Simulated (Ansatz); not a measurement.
# How much does Mo in Ru(0001), 2x2 scatter?

How strong a scatterer is Mo in Ru(0001), 2x2, and does relaxation matter?

Calculated with Ansatz 0.2.0; Ansatz plane-wave DFT, PBE, PAW files; ballistic transport by layer matching (Landauer), zero bias; PAW set soft_1, in the first sound run; inputs show where later runs differ.

## (1) The structure

The cell holds 64 atoms: 63 Ru and 1 Mo. Cell: a = 5.412 Å, b = 5.412 Å, c = 34.255 Å, α = 90.0°, β = 90.0°, γ = 120.0°. It derives from Ru. Regions: lead, 40 atoms (40 Ru); scattering region, 24 atoms (23 Ru and 1 Mo). The structure is stacked along c, and the current runs across the ab planes.

## (2) Transmission at ideal sites

The defect sits in one plane of the supercell, all atoms on ideal sites; the layers about the cell's end are the lead. The mesh across the current, 12×12, is finer than the density's, because channels open and close sharply across the zone. Energies from -0.1 to 0.1 eV in steps of 0.05 eV are too few for the program's thermal sum, so it prints no conductance; for a metal the transmission near the Fermi level serves, at a fraction of the cost.

Input file input.yaml:

```yaml
crystal:
  lattice:
    - [5.4116, 0.0, 0.0]
    - [-2.7058, 4.6865830751, 0.0]
    - [0.0, 0.0, 34.2552]
  atoms:
    - { symbol: Ru, position: [0.1666666667, 0.3333333333, 0.03125] }
    - { symbol: Ru, position: [0.1666666667, 0.8333333333, 0.03125] }
    - { symbol: Ru, position: [0.6666666667, 0.3333333333, 0.03125] }
    - { symbol: Ru, position: [0.6666666667, 0.8333333333, 0.03125] }
    - { symbol: Ru, position: [0.3333333333, 0.1666666667, 0.09375] }
    - { symbol: Ru, position: [0.3333333333, 0.6666666667, 0.09375] }
    - { symbol: Ru, position: [0.8333333333, 0.1666666667, 0.09375] }
    - { symbol: Ru, position: [0.8333333333, 0.6666666667, 0.09375] }
    - { symbol: Ru, position: [0.1666666667, 0.3333333333, 0.15625] }
    - { symbol: Ru, position: [0.1666666667, 0.8333333333, 0.15625] }
    - { symbol: Ru, position: [0.6666666667, 0.3333333333, 0.15625] }
    - { symbol: Ru, position: [0.6666666667, 0.8333333333, 0.15625] }
    - { symbol: Ru, position: [0.3333333333, 0.1666666667, 0.21875] }
    - { symbol: Ru, position: [0.3333333333, 0.6666666667, 0.21875] }
    - { symbol: Ru, position: [0.8333333333, 0.1666666667, 0.21875] }
    - { symbol: Ru, position: [0.8333333333, 0.6666666667, 0.21875] }
    - { symbol: Ru, position: [0.1666666667, 0.3333333333, 0.28125] }
    - { symbol: Ru, position: [0.1666666667, 0.8333333333, 0.28125] }
    - { symbol: Ru, position: [0.6666666667, 0.3333333333, 0.28125] }
    - { symbol: Ru, position: [0.6666666667, 0.8333333333, 0.28125] }
    - { symbol: Ru, position: [0.3333333333, 0.1666666667, 0.34375] }
    - { symbol: Ru, position: [0.3333333333, 0.6666666667, 0.34375] }
    - { symbol: Ru, position: [0.8333333333, 0.1666666667, 0.34375] }
    - { symbol: Ru, position: [0.8333333333, 0.6666666667, 0.34375] }
    - { symbol: Ru, position: [0.1666666667, 0.3333333333, 0.40625] }
    - { symbol: Ru, position: [0.1666666667, 0.8333333333, 0.40625] }
    - { symbol: Ru, position: [0.6666666667, 0.3333333333, 0.40625] }
    - { symbol: Ru, position: [0.6666666667, 0.8333333333, 0.40625] }
    - { symbol: Ru, position: [0.3333333333, 0.1666666667, 0.46875] }
    - { symbol: Ru, position: [0.3333333333, 0.6666666667, 0.46875] }
    - { symbol: Ru, position: [0.8333333333, 0.1666666667, 0.46875] }
    - { symbol: Ru, position: [0.8333333333, 0.6666666667, 0.46875] }
    - { symbol: Mo, position: [0.1666666667, 0.3333333333, 0.53125] }
    - { symbol: Ru, position: [0.1666666667, 0.8333333333, 0.53125] }
    - { symbol: Ru, position: [0.6666666667, 0.3333333333, 0.53125] }
    - { symbol: Ru, position: [0.6666666667, 0.8333333333, 0.53125] }
    - { symbol: Ru, position: [0.3333333333, 0.1666666667, 0.59375] }
    - { symbol: Ru, position: [0.3333333333, 0.6666666667, 0.59375] }
    - { symbol: Ru, position: [0.8333333333, 0.1666666667, 0.59375] }
    - { symbol: Ru, position: [0.8333333333, 0.6666666667, 0.59375] }
    - { symbol: Ru, position: [0.1666666667, 0.3333333333, 0.65625] }
    - { symbol: Ru, position: [0.1666666667, 0.8333333333, 0.65625] }
    - { symbol: Ru, position: [0.6666666667, 0.3333333333, 0.65625] }
    - { symbol: Ru, position: [0.6666666667, 0.8333333333, 0.65625] }
    - { symbol: Ru, position: [0.3333333333, 0.1666666667, 0.71875] }
    - { symbol: Ru, position: [0.3333333333, 0.6666666667, 0.71875] }
    - { symbol: Ru, position: [0.8333333333, 0.1666666667, 0.71875] }
    - { symbol: Ru, position: [0.8333333333, 0.6666666667, 0.71875] }
    - { symbol: Ru, position: [0.1666666667, 0.3333333333, 0.78125] }
    - { symbol: Ru, position: [0.1666666667, 0.8333333333, 0.78125] }
    - { symbol: Ru, position: [0.6666666667, 0.3333333333, 0.78125] }
    - { symbol: Ru, position: [0.6666666667, 0.8333333333, 0.78125] }
    - { symbol: Ru, position: [0.3333333333, 0.1666666667, 0.84375] }
    - { symbol: Ru, position: [0.3333333333, 0.6666666667, 0.84375] }
    - { symbol: Ru, position: [0.8333333333, 0.1666666667, 0.84375] }
    - { symbol: Ru, position: [0.8333333333, 0.6666666667, 0.84375] }
    - { symbol: Ru, position: [0.1666666667, 0.3333333333, 0.90625] }
    - { symbol: Ru, position: [0.1666666667, 0.8333333333, 0.90625] }
    - { symbol: Ru, position: [0.6666666667, 0.3333333333, 0.90625] }
    - { symbol: Ru, position: [0.6666666667, 0.8333333333, 0.90625] }
    - { symbol: Ru, position: [0.3333333333, 0.1666666667, 0.96875] }
    - { symbol: Ru, position: [0.3333333333, 0.6666666667, 0.96875] }
    - { symbol: Ru, position: [0.8333333333, 0.1666666667, 0.96875] }
    - { symbol: Ru, position: [0.8333333333, 0.6666666667, 0.96875] }
kpoints:
  mp_grid: { grid: [5, 5, 1] }
hamiltonian:
  xc: pbe
  pseudopotentials: { kind: paw, azcp: { folder: soft_1 } }
scf:
  occupations: { method: fermi_dirac, width: 0.1 }
output:
  transmission: { leads: [[0, 8]], kmesh: [12, 12], e_range: [-0.1, 0.1], de: 0.05 }
  write_potential: true
  write_density: true
  volumetric_format: npy
  elf: true
```

Launch:

```sh
$ ansatz run input.yaml --threads 4 --pin off --max-ram 15360MiB --backend cpu --events-out ev --progress --plain --runs-dir out
```

Numbers of over 12 decimals in the logs are rounded to 6 here.

The log of the run:

```text
Engine: ansatz 0.2.0, x86_64-unknown-linux-gnu
Pseudopotentials: kind: paw
Pseudopotential: Ru, paw, valence charge 16, recommended cutoff 420 eV (normal), soft_1/Ru.paw.azcp
Pseudopotential: Mo, paw, valence charge 14, recommended cutoff 420 eV (normal), soft_1/Mo.paw.azcp
Functional definition: PBE
  parameter kappa = 0.804
  parameter beta = 0.066725
  exchange = pbe_x(kappa = kappa, mu = beta*pi^2/3)
  correlation = pbe_c(beta = beta)
Crystal: 64 atoms, lattice volume = 868.777 Å³
Basis set: ecut = 420 eV, 16909 PW (Γ)
Bands: 614, of which v1, the nominal top of the filled ones, is band 511 counted from 1 (510 counted from 0)
Symmetry: 12 space group operations
Space group: P-6m2 (ITA 187), of the structure as read, at distance tolerance 9.5e-5 Å
k-points: 5 of 25 (time reversal used)
Non-local potential: Ru, projectors of the file, l = 0: 3, l = 1: 2, l = 2: 2, l = 3: 1
Non-local potential: Mo, projectors of the file, l = 0: 3, l = 1: 2, l = 2: 2, l = 3: 1
PAW form: soft (Blöchl's): semilocal exchange-correlation on the pseudo side does not see the compensation charge
PAW one-centre angular grid: Ru, 590 points (default); XC on 64 Gauss nodes
PAW one-centre angular grid: Mo, 590 points (default); XC on 64 Gauss nodes
Initial density: superposition of atomic densities (chi_scale 0.1, normalization cell, long waves kept (reshape's long-wave potential 0.24 eV rms))
Initial wavefunctions: pseudopotential atomic-orbital guess
Functional: x = pbe(κ = 0.804, μ = 0.219515), c = pbe(β = 0.066725)
SCF iter   1: F=—  HF=-375358.839355 eV  |F-HF|=—  |Δ(HF+E_count)|=         —  Δρ=1.25e-1  dr2=7.81e2  ethr=3.10e-3  ⟨swp⟩=5.0  Hψ=9987  notcnv=0
preconditioner: auto → Kerker (q_TF=auto, 2.803 Å⁻¹)  [metal: Δε(μ)=0.011 eV  Ē_g=5.275 eV  σ=0.100 eV  W_gap=0.03  n_scr=348 (ndim 8)  ℏωp=28.5 eV  f_vac=0.000  D(μ)=51.74/eV (n_scr^D=508)]
SCF iter   2: F=—  HF=-375326.078974 eV  |F-HF|=—  |Δ(HF+E_count)|=    3.28e1  Δρ=6.09e-2  dr2=2.99e2  ethr=3.10e-3  ⟨swp⟩=2.0  Hψ=5601  notcnv=0  defer=38
SCF iter   3: F=—  HF=-375316.899425 eV  |F-HF|=—  |Δ(HF+E_count)|=    9.18e0  Δρ=8.67e-3  dr2=2.80e0  ethr=3.10e-3  ⟨swp⟩=2.8  Hψ=6175  notcnv=0  defer=39
SCF iter   4: F=—  HF=-375316.868099 eV  |F-HF|=—  |Δ(HF+E_count)|=   3.13e-2  Δρ=1.85e-3  dr2=3.00e0  ethr=2.74e-4  ⟨swp⟩=1.2  Hψ=3330  notcnv=0  defer=40
SCF iter   5: F=—  HF=-375316.857892 eV  |F-HF|=—  |Δ(HF+E_count)|=   1.02e-2  Δρ=9.38e-4  dr2=6.40e-1  ethr=2.74e-4  ⟨swp⟩=1.0  Hψ=3025  notcnv=0  defer=40
SCF iter   6: F=—  HF=-375316.855911 eV  |F-HF|=—  |Δ(HF+E_count)|=   1.98e-3  Δρ=1.78e-4  dr2=1.24e-2  ethr=6.27e-5  ⟨swp⟩=1.0  Hψ=3025  notcnv=0  defer=40
SCF iter   7: F=—  HF=-375316.855862 eV  |F-HF|=—  |Δ(HF+E_count)|=   4.88e-5  Δρ=3.68e-5  dr2=2.46e-4  ethr=1.21e-6  ⟨swp⟩=1.0  Hψ=3025  notcnv=0  defer=40
SCF iter   8: F=—  HF=-375316.855916 eV  |F-HF|=—  |Δ(HF+E_count)|=   5.38e-5  Δρ=8.79e-6  dr2=2.21e-6  ethr=2.41e-8  ⟨swp⟩=1.0  Hψ=3025  notcnv=0  defer=40
SCF iter   9: F=—  HF=-375316.858255 eV  |F-HF|=—  |Δ(HF+E_count)|=   2.34e-3  Δρ=2.24e-6  dr2=4.90e-7  ethr=2.16e-10  ⟨swp⟩=2.0  Hψ=3909  notcnv=0  defer=40
SCF iter  10: F=-375316.858255 eV  HF=-375316.858255 eV  |F-HF|=7.78e-8  |Δ(HF+E_count)|=   6.17e-9  Δρ=5.91e-7  dr2=7.87e-8  ethr=9.78e-12  ⟨swp⟩=6.6  Hψ=7124  notcnv=0
SCF 1 converged in 10 iterations: F = -375316.858255 eV  dr2 = 7.87e-8
  greatest PAW one-centre occupation: 1.000 electrons in one spin orbital (limit 2), on the Ru atom at site 35 (counted from 0), in its partial waves of l = 0
transmission: 120 of 1197 steps passed
transmission: 240 of 1197 steps passed
[...]
transmission: 1197 of 1197 steps passed
SCF converged after 10 iterations
Free energy (F): -375316.858255 eV
Harris-Foulkes:  -375316.858255 eV  (|F-HF|=7.78e-8)
Internal energy: -375314.842451 eV  (E = F + TS)
E sigma→0 (E₀):  -375315.850353 eV
Entropy (-TS):   -2.015804 eV (-31.497 meV/atom)
Fermi energy:    23.376465 eV
--- Per-component energies (eV) ---
  E_band       = -3536.943736
  E_kinetic    = 29437.036100
  E_local      = -80769.740355  (includes V_loc(G=0)·N_el)
  E_nonlocal   = 26135.649081
  E_hartree    = 26810.524311
  E_xc         = -10898.937874
  E_vxc        = -13780.926251  (∫ρ·V_xc dr)
  E_paw        = -223806.962297  (= ΣΔE_a)
  E_vpaw       = -18180.046729  (= ΣTr[D̂ρ^β])
  E_aug_tail   = 0.039409  (compensation charges beyond the density's cutoff)
  E_ewald      = -142222.450827
  E_smearing   = -2.015804  (= −TS)
  E_closure    = 0.000000  (closes the sum)
  Σ components = -375316.858255   (vs F -375316.858255, Δ=0.00e0)
--- Band table (eV; the first three rows and the last of 5) ---
  k-point 0: bands = [... 507 lower, 24.1418, 24.1421, 24.1425, 24.1425, 24.1858, 24.2011, 24.2011, 24.3078, ... 99 higher]
  k-point 1: bands = [... 507 lower, 23.5496, 23.5575, 23.8615, 23.8714, 23.9138, 23.9193, 23.9283, 23.9306, ... 99 higher]
  k-point 2: bands = [... 507 lower, 23.0749, 23.0872, 23.1237, 23.1673, 23.2082, 23.2589, 23.2746, 23.4150, ... 99 higher]
  k-point 4: bands = [... 507 lower, 23.0089, 23.0097, 23.0353, 23.0549, 23.0653, 23.1275, 23.3649, 23.3726, ... 99 higher]
--- Transmission ---
  basis      : 223 plane waves across, 63 finite elements along
  points     : 19, standing for a mesh of 12 x 12
  energies   : 5 from -0.100000 to 0.100000 eV about the Fermi level, 0.050000 eV apart; the leads are filled to 0.000000 eV, and channels, transmission and decay are at 0.000000 eV
  crystal 0  : Ru8, at the sites [0, 8], period 4.2819 Å, over 32.11 Å; its Hamiltonian steps by up to 1.2 meV
    offset         : up to 0.0000 Å between an atom of the period and one for which it stands
    channels       : 5.930556e0 a spin
    conductance    : none, the energies end too early or step too widely for 300 K: set another output.transmission.e_range or a lower de, or, where they end at an eighth of basis.ecutwfc, a higher one
  junction   : crystal 0 to crystal 0, 1.44 to 31.42 Å
    transmission   : 4.785491e0 a spin
    conductance    : none, the energies end too early or step too widely for 300 K: set another output.transmission.e_range or a lower de, or, where they end at an eighth of basis.ecutwfc, a higher one
```

The job ended after 7.3 min (4 threads of Intel Xeon Platinum 8259CL at 2.50GHz (Skylake/Cascade Lake), shared host; peak memory 8.2 GiB).

Reading the cycles: dr2 is the Hartree energy of the density residual (eV), the measure of convergence; HF is the Harris–Foulkes estimate of the energy, which meets the free energy F at convergence.

Numbers from this step:

* free energy: -375316.8583 eV
* energy at zero smearing: -375315.8504 eV
* Fermi energy: 23.38 eV
* cell area: 25.36 Å²
* transmission per spin nearest the Fermi level: 4.785
* open channels per spin nearest the Fermi level: 5.931
* step of the lead's potential: 1.2 meV

Per spin. Table of transmission, zone mean by energy, zero at the Fermi level:

| energy (eV) | transmission, zone mean |
| --- | --- |
| -0.1000 | 4.84 |
| -0.0500 | 4.89 |
| 0.0000 | 4.79 |
| 0.0500 | 4.80 |
| 0.1000 | 4.53 |

Per spin. Table of open channels, zone mean, lead by energy, zero at the Fermi level:

| energy (eV) | open channels, zone mean, lead |
| --- | --- |
| -0.1000 | 5.64 |
| -0.0500 | 6.01 |
| 0.0000 | 5.93 |
| 0.0500 | 5.81 |
| 0.1000 | 5.22 |

Transmission over k1 and k2. At 0.0000 eV from the Fermi level.

Values, 12 rows by 12 columns:
```
 3.8  4.9  4.5  2.9  2.9  4.5  4.9  3.8  4.7  3.6  3.6  4.7
 2.8  4.5  4.7  4.7  4.7  4.7  4.7  4.5  2.8  3.6  2.9  3.6
 2.2  2.9  4.7  6.4  5.2  5.2  6.4  4.7  2.9  2.2  3.6  3.6
 2.8  2.9  4.7  5.2  6.5  9.0  6.5  5.2  4.7  2.9  2.8  4.7
 3.8  4.5  4.7  5.2  9.0 11.4 11.4  9.0  5.2  4.7  4.5  3.8
 4.9  4.9  4.7  6.4  6.5 11.4 11.5 11.4  6.5  6.4  4.7  4.9
 3.8  3.8  4.5  4.7  5.2  9.0 11.4 11.4  9.0  5.2  4.7  4.5
 2.8  4.7  2.8  2.9  4.7  5.2  6.5  9.0  6.5  5.2  4.7  2.9
 2.2  3.6  3.6  2.2  2.9  4.7  6.4  5.2  5.2  6.4  4.7  2.9
 2.8  3.6  2.9  3.6  2.8  4.5  4.7  4.7  4.7  4.7  4.7  4.5
 3.8  4.7  3.6  3.6  4.7  3.8  4.9  4.5  2.9  2.9  4.5  4.9
 4.9  3.8  2.8  2.2  2.8  3.8  4.9  3.8  2.8  2.2  2.8  3.8
```
Columns: k1 (b1) from -0.5 to 0.417; rows upwards: k2 (b2) from -0.5 to 0.417.

Open channels over k1 and k2. At 0.0000 eV from the Fermi level.

Values, 12 rows by 12 columns:
```
 6.0  7.0  5.0  4.0  4.0  5.0  7.0  6.0  7.0  5.0  5.0  7.0
 4.0  5.0  5.0  5.0  5.0  5.0  5.0  5.0  4.0  5.0  4.0  5.0
 3.0  4.0  5.0  7.0  7.0  7.0  7.0  5.0  4.0  3.0  5.0  5.0
 4.0  4.0  5.0  7.0  7.0 11.0  7.0  7.0  5.0  4.0  4.0  7.0
 6.0  5.0  5.0  7.0 11.0 12.0 12.0 11.0  7.0  5.0  5.0  6.0
 6.0  7.0  5.0  7.0  7.0 12.0 12.0 12.0  7.0  7.0  5.0  7.0
 6.0  6.0  5.0  5.0  7.0 11.0 12.0 12.0 11.0  7.0  5.0  5.0
 4.0  7.0  4.0  4.0  5.0  7.0  7.0 11.0  7.0  7.0  5.0  4.0
 3.0  5.0  5.0  3.0  4.0  5.0  7.0  7.0  7.0  7.0  5.0  4.0
 4.0  5.0  4.0  5.0  4.0  5.0  5.0  5.0  5.0  5.0  5.0  5.0
 6.0  7.0  5.0  5.0  7.0  6.0  7.0  5.0  4.0  4.0  5.0  7.0
 6.0  6.0  4.0  3.0  4.0  6.0  6.0  6.0  4.0  3.0  4.0  6.0
```
Columns: k1 (b1) from -0.5 to 0.417; rows upwards: k2 (b2) from -0.5 to 0.417.

Electrostatic potential energy in the ca plane at fractional y = 0.333, with atoms of Ru and Mo within 0.2 Å of it. With pseudopotentials it is smooth inside the atoms' cores, unlike the true potential.

Ten even steps from '0' (-70 eV) to '9' (24 eV), each cell a mean:
```
99999986689999999976799999999876799999999866
99999986689999999976799999999976899999999866
86579998899975689998899865689988999865799988
41038999999730158999999620269999998410389999
30027999999610038999999500059999998300279999
51148999999831259999999621279999998511489999
86689998899986789998899976799988999866899988
99999986689999999976799999999876799999999866
99999986689999999976799999999976899999999866
86579998899975689998899865689988999865799988
41038999999730158999999632369999998410389999
30027999999610038999998520259999998300279999
51148999999831259999999632479999998511489999
86689998899986789998899876789988999866899988
```
Columns run along c (16.0 Å, from fractional 0.27 to 0.73 of the cell; values clipped at the 3rd and 97th percentile), rows up along a (5.4 Å). Atoms in or near the plane, at fractional coordinates: Ru at (0.28, 0.17), Ru at (0.28, 0.67), Ru at (0.41, 0.17), Ru at (0.41, 0.67), Mo at (0.53, 0.17), Ru at (0.53, 0.67), Ru at (0.66, 0.17), Ru at (0.66, 0.67).

Valence density in the ca plane at fractional y = 0.333, with atoms of Ru and Mo within 0.2 Å of it. It is the smooth field of the valence electrons, not physical close to the nuclei.

Ten even steps from '0' (0 e/Å³) to '9' (11 e/Å³), each cell a mean:
```
00000001100000000001000000000001000000000011
00000001100000000001000000000001000000000011
01100000000001100000000012100000000011000000
26630000000037520000000157410000000266300000
38940000000159830000000279620000000389510000
25520000000036510000000146410000000256300000
01100000000001100000000001000000000011000000
00000001100000000001000000000001000000000011
00000001100000000001000000000001000000000011
01100000000001100000000011100000000011000000
26630000000037520000000135310000000266300000
38940000000159830000000156410000000389510000
25520000000036510000000134300000000256300000
01100000000001100000000001000000000011000000
```
Columns run along c (16.0 Å, from fractional 0.27 to 0.73 of the cell), rows up along a (5.4 Å). Atoms in or near the plane, at fractional coordinates: Ru at (0.28, 0.17), Ru at (0.28, 0.67), Ru at (0.41, 0.17), Ru at (0.41, 0.67), Mo at (0.53, 0.17), Ru at (0.53, 0.67), Ru at (0.66, 0.17), Ru at (0.66, 0.67).

ELF in the ca plane at fractional y = 0.333, with atoms of Ru and Mo within 0.2 Å of it. It is the smooth field of the valence electrons, not physical close to the nuclei.

Values, 8 rows by 16 columns, each cell a mean:
```
0.27 0.27 0.34 0.30 0.28 0.28 0.30 0.35 0.28 0.27 0.28 0.38 0.26 0.27 0.26 0.39
0.43 0.34 0.28 0.28 0.38 0.39 0.28 0.28 0.34 0.45 0.28 0.29 0.29 0.46 0.29 0.29
0.55 0.43 0.30 0.29 0.50 0.50 0.29 0.30 0.43 0.55 0.30 0.30 0.35 0.57 0.35 0.29
0.45 0.34 0.28 0.28 0.39 0.40 0.28 0.27 0.34 0.46 0.28 0.27 0.30 0.48 0.30 0.27
0.27 0.27 0.34 0.30 0.28 0.28 0.30 0.34 0.28 0.28 0.28 0.38 0.26 0.27 0.26 0.39
0.43 0.34 0.28 0.28 0.38 0.39 0.28 0.30 0.34 0.49 0.29 0.29 0.30 0.46 0.29 0.29
0.55 0.43 0.30 0.29 0.50 0.50 0.29 0.31 0.47 0.60 0.31 0.30 0.35 0.57 0.35 0.29
0.45 0.34 0.28 0.28 0.39 0.40 0.28 0.29 0.35 0.51 0.29 0.27 0.30 0.47 0.30 0.27
```
Columns run along c (16.0 Å, from fractional 0.27 to 0.73 of the cell), rows up along a (5.4 Å). Atoms in or near the plane, at fractional coordinates: Ru at (0.28, 0.17), Ru at (0.28, 0.67), Ru at (0.41, 0.17), Ru at (0.41, 0.67), Mo at (0.53, 0.17), Ru at (0.53, 0.67), Ru at (0.66, 0.17), Ru at (0.66, 0.67).

Over the solved energies the transmission per spin lies between 4.53 and 4.89, out of 5.72 channels of the lead on average (up to 6.01).

## (3) Resistance at ideal sites

This step: Ansatz plane-wave DFT, PBE, PAW files; ballistic transport by layer matching (Landauer), zero bias; area resistance of the defect plane and resistivity an atomic per cent; PAW set soft_1 (Ansatz 0.2.0).

This step gave:

```
area resistance                                                                                 : 0.1255 fΩ m²
T over the leads' mean channel count                                                            : 0.8151
resistivity per at.% scaled from this dense plane, with the factor 3/4 for isotropic scattering : 1.758 µΩ cm
```

Averaged over the energies near the Fermi level, 81.5 % of the channels pass, which makes 0.125 fΩ m².

By hand, with T and the leads' channels N averaged over the energies near the Fermi level: RA = A (h/2e²)(1/T − 1/N) = 25.36×10⁻²⁰ m² × 12 906 Ω × (1/4.823 − 1/5.917) = 0.125 fΩ m². Per atomic per cent: RA × A / V_atom × 0.01 × 3/4 = 1.76 µΩ cm, with the host's V_atom = 13.57 Å³.

(Part 1 of 3 ends here.)

[Logs are printed without paths, hosts, clocks, repeated set-up lines and the standing remarks that a program may print on its own settings, such as how far it seeks lower states.]

[Hosts, paths, dates, database ids (printed as entryN), source tags and the programs' standing remarks are cut or masked in the printed files.]
